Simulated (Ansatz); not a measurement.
**Bands of Cu$_{3}$Au**

```xyz
4
Lattice="3.7400 0.0000 0.0000 0.0000 3.7400 0.0000 0.0000 0.0000 3.7400" Properties=species:S:1:pos:R:3 pbc="T T T"
Cu    0.0000    1.8700    1.8700
Cu    1.8700    0.0000    1.8700
Cu    1.8700    1.8700    0.0000
Au    0.0000    0.0000    0.0000
```

Atoms are numbered in the order listed.

The cell is COD entry 9013496, as deposited and not checked against the literature; nothing was relaxed.

Spin–orbit coupling is left out, though it moves levels of the heavy atoms by tenths of an eV or more.

The calculation used Ansatz 0.2.0, DFT, PBE, all-electron LAPW, scalar-relativistic.

The runs use a Γ-centred 10×10×10 k mesh, Fermi–Dirac smearing of 0.08 eV, basis error target 1 meV/atom, no spin polarisation.

Points in fractions of the reciprocal vectors of this cell: Γ (0, 0, 0), X (0, 0.5, 0), M (0.5, 0.5, 0), R (0.5, 0.5, 0.5). The path joins them by straight lines in the order Γ–X–M–Γ–R–X–R–M; legs that retrace an earlier one aren't tabulated. Energies are in eV from the Fermi level.

**Question.** Is there a gap?

**Answer.** none: bands cross the Fermi level, a metal.

**Question.** List the levels between -8 and 6 eV at the symmetry points.

**Answer.** 
Γ: -6.46 (×2), -5.62 (×3), -4.60, -3.13 (×3), -2.26 (×2), -1.66, -1.62 (×2), -1.51 (×3), -1.37 (×3), 1.22 (×3)
X: -7.59, -6.44, -5.91, -5.32, -5.20 (×2), -3.89, -3.87, -3.52, -3.36 (×2), -2.61, -2.49 (×2), -2.32 (×2), -2.29, -2.23, -1.99, -1.92, -1.51, -1.37, 5.80 (×2)
M: -6.47, -5.94, -5.16 (×2), -4.66, -4.60 (×2), -4.04, -3.35 (×2), -3.35, -3.17 (×2), -2.45 (×3), -2.31 (×2), -2.22, -2.14, -0.51 (×2), -0.40, 0.34
R: -6.52 (×3), -5.37, -4.46 (×2), -3.20 (×3), -2.92 (×3), -1.64 (×3), -1.62 (×2), -1.59 (×3), -1.14, -1.10 (×3), 2.51, 4.15 (×3)
